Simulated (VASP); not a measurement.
CdTe:

```
CELL_PARAMETERS angstrom
0.00000 3.20500 3.20500
3.20500 0.00000 3.20500
3.20500 3.20500 0.00000
ATOMIC_POSITIONS crystal
Cd 0.00000 0.00000 0.00000
Te 0.25000 0.25000 0.25000
```

Base run:

```yaml
Program: VASP 6.6.1
Functional: r2SCAN
Potentials_or_basis: VASP PAW PBE potentials, release 64 (Cd, Te)
Cutoff: 520 eV
k_mesh: 6 × 6 × 6
Occupations: fermi-dirac, width 0.02 eV
Spin: no spin polarisation
```

Its results: band gap on the k mesh 1.38 eV, direct; pressure 3.4 GPa.

Task: The run is repeated on the same cell with these changes: functional from r2SCAN to PBE. What comes out?

Result: Band gap on the k mesh 0.87 eV, direct; pressure 4.4 GPa.

r2SCAN gives the wider gap, since meta-GGAs in the generalised Kohn-Sham scheme recover part of the derivative discontinuity.

Caveats: spin-orbit coupling is left out, which moves the levels of the heavy elements; the PAW data sets were made with another functional, which shifts forces and pressure a little (some runs).

A k mesh can miss the band edges.

Not every run made on this cell is shown here.
